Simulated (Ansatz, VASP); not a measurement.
# Mg: VASP beside Ansatz

File INCAR:

```
PREC = Accurate
ENCUT = 520
EDIFF = 1E-6
ISMEAR = -1
SIGMA = 0.05
LREAL = False
LASPH = True
NELM = 60
ALGO = Fast
ISIF = 2
LWAVE = False
LCHARG = False
GGA = PE
NBANDS = 7
```

KPOINTS

```
Automatic mesh
0
Gamma
  10 10 10
```

File POSCAR:

```
Mg
1.0
    0.0000000000      2.2291934254      2.2291934254
    2.2291934254      0.0000000000      2.2291934254
    2.2291934254      2.2291934254      0.0000000000
Mg
1
Direct
    0.0000000000      0.0000000000      0.0000000000
```

input.yaml

```yaml
crystal:
  lattice:
    - [0.0, 2.2291934254, 2.2291934254]
    - [2.2291934254, 0.0, 2.2291934254]
    - [2.2291934254, 2.2291934254, 0.0]
  atoms:
    - { symbol: Mg, position: [0.0, 0.0, 0.0] }
kpoints:
  mp_grid: { grid: [10, 10, 10] }
scf:
  occupations: { method: fermi_dirac, width: 0.05 }
hamiltonian:
  xc: pbe
  pseudopotentials: { kind: all_electron, lapw: { basis_error: 0.0005 } }
output:
  forces: true
  stress: true
  eigenvalues: true
```

Change from the starting cell: volume scaled by 0.98.

Alike in both runs: task single point; functional PBE; k mesh 10 × 10 × 10; occupations fermi-dirac, width 0.05 eV; no spin polarisation.

```csv
,VASP,Ansatz
version,VASP 6.6.1,Ansatz 0.2.0
potentials or method,"VASP PAW PBE potentials, release 64 (Mg)","all-electron LAPW, scalar-relativistic"
plane-wave cutoff (eV),520,see its input
```

Ansatz gave:

| Quantity | Value |
| --- | --- |
| gap on the k mesh at the Fermi level (eV) | none |
| pressure (GPa) | 1.6 |

Task: Which values does VASP return?

Result: gap on the k mesh at the Fermi level (eV): none; pressure (GPa): 1.5.

A gap of «none» marks a metal or a gap that the smearing closes. Ansatz ran all-electron here, so the differences hold the error of VASP's frozen core and of both bases.
